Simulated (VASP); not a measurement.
**Pb: single point with r2SCAN**

Crystal: Pb.

```
Pb
1.0
     3.39135    0.00000    0.00000
    -1.69567    2.93699    0.00000
     0.00000    0.00000    3.16879
Pb
1
Direct
  0.00000 0.00000 0.00000
```

The cell was built by a generator and needn't be a form met in nature.

```
Program                : VASP 6.6.1
Task                   : single point
Functional             : r2SCAN
Potentials or basis    : VASP PAW PBE potentials, release 64 (Pb_d)
Cutoff                 : 520 eV
k mesh                 : 6 × 6 × 6
Occupations            : gaussian, width 0.1 eV
Spin                   : no spin polarisation
Dipole correction      : no
Further INCAR settings : ALGO = Normal; EDIFF = 1e-06; NBANDS = 13
```

```json
{"Pressure": "0.5 GPa", "Band gap on the k mesh": "none (metal or under the smearing width)"}
```

Stress tensor (GPa, compression positive):
```
-2.16  0.00  0.00
 0.00 -2.16  0.00
 0.00  0.00  5.92
```

Levels at points of the mesh, in eV from the Fermi level:
```tsv
k point	band 4	band 5	band 6	band 7	band 8	band 9	band 10	band 11
(0.00, 0.00, 0.00)	-17.38	-17.38	-12.16	5.30	6.67	6.67	9.45	10.65
(0.50, 0.00, 0.00)	-17.41	-17.34	-8.72	-4.28	3.21	7.49	8.66	11.84
(0.00, 0.00, 0.50)	-17.57	-17.52	-9.38	-4.50	9.53	9.53	12.17	12.68
(0.50, 0.00, 0.50)	-17.33	-17.19	-5.97	-1.99	-1.60	4.14	5.70	10.10
```

It took 22 s on 1 thread of Intel(R) Xeon(R) Platinum 8488C (Sapphire Rapids), on a shared host, peak memory 0.15 GiB.

Caveat: the PAW data sets were made with another functional, which shifts forces and pressure a little. Spin-orbit coupling is left out, which matters for the levels of Pb.
